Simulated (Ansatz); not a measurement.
CH4N2O, SMILES NC(N)=O, a rigid scan of one bond length

With Ansatz's Python interface.

The cells in order, each with its output:

In [1]:
```python
import warnings

import ansatz as az
import numpy as np
```

In [2]:
```python
SETTINGS = {
    "basis_set": "def2-SVP",
    "xc": "PBE0",
    "vdw": "d3bj",
}
```

In [3]:
```python
warnings.simplefilter("ignore", az.DeckWarning)
```

In [4]:
```python
geometry_ang = [
    ("N", (-0.0217, 1.0842, -0.2038)),
    ("C", (-0.247, -0.2036, -0.3727)),
    ("N", (0.2852, -0.9227, 0.6064)),
    ("O", (-0.7691, -0.6853, -1.3137)),
    ("H", (-0.6018, 1.6675, -0.8991)),
    ("H", (-0.1284, 1.4808, 0.7338)),
    ("H", (0.3335, -1.9175, 0.4378)),
    ("H", (1.2414, -0.5605, 0.9556)),
]
ch4n2o = az.Crystal.molecule()
for symbol, xyz in geometry_ang:
    ch4n2o = ch4n2o.atom(symbol, xyz)

symbols = [site.symbol for site in ch4n2o.cartesian_sites]
start = np.array([site.position_ang for site in ch4n2o.cartesian_sites])
axis = (start[6] - start[2]) / np.linalg.norm(start[6] - start[2])
moving = [6]
lengths, energies = [0.889, 0.929, 0.97, 1.01, 1.051, 1.091, 1.131, 1.192], []
for length in lengths:
    xyz = start.copy()
    xyz[moving] += (length - np.linalg.norm(start[6] - start[2])) * axis
    point = az.Crystal.molecule()
    for symbol, place in zip(symbols, xyz):
        point = point.atom(symbol, place.tolist())
    calc = (
        point.calculation()
        .basis(gaussian=SETTINGS["basis_set"])
        .functional(SETTINGS["xc"], dispersion=SETTINGS["vdw"])
    )
    report = calc.run(threads=1, pin="off").report
    energies.append(report["free_energy_ev"])
    print(f"r = {length:6.3f} A  E = {energies[-1]:.5f} eV  <S^2> = {abs(report['mean_field']['state']['spin_squared']):.3f}")
```
```text
r =  0.889 A  E = -6117.79097 eV  <S^2> = 0.000
r =  0.929 A  E = -6118.06577 eV  <S^2> = 0.000
r =  0.970 A  E = -6118.21666 eV  <S^2> = 0.000
r =  1.010 A  E = -6118.26431 eV  <S^2> = 0.000
r =  1.051 A  E = -6118.23401 eV  <S^2> = 0.000
r =  1.091 A  E = -6118.14481 eV  <S^2> = 0.000
r =  1.131 A  E = -6118.01049 eV  <S^2> = 0.000
r =  1.192 A  E = -6117.74275 eV  <S^2> = 0.000
```

In [5]:
```python
# quartic fit about the minimum
fit = np.polynomial.Polynomial.fit(lengths, np.array(energies) - min(energies), 4).convert()
roots = [r.real for r in fit.deriv().roots() if abs(r.imag) < 1e-9 and fit.deriv(2)(r.real) > 0]
r_e = min(roots, key=lambda r: abs(r - lengths[int(np.argmin(energies))]))
print(f"minimum of the fit at {r_e:.4f} A, force constant {fit.deriv(2)(r_e):.2f} eV/A^2")
```
```text
minimum of the fit at 1.0131 A, force constant 46.84 eV/A^2
```

Total energies depend on the basis set; only differences at equal settings carry meaning. The rest of the molecule is held rigid at a force-field or estimated start geometry, and the basis set is modest; single-reference methods fail as a bond breaks. The orbitals are restricted, so S² is zero by construction. Finished in 11 s on 1 thread of Arm Neoverse V2, with other jobs on the host, peak memory 0.21 GiB.
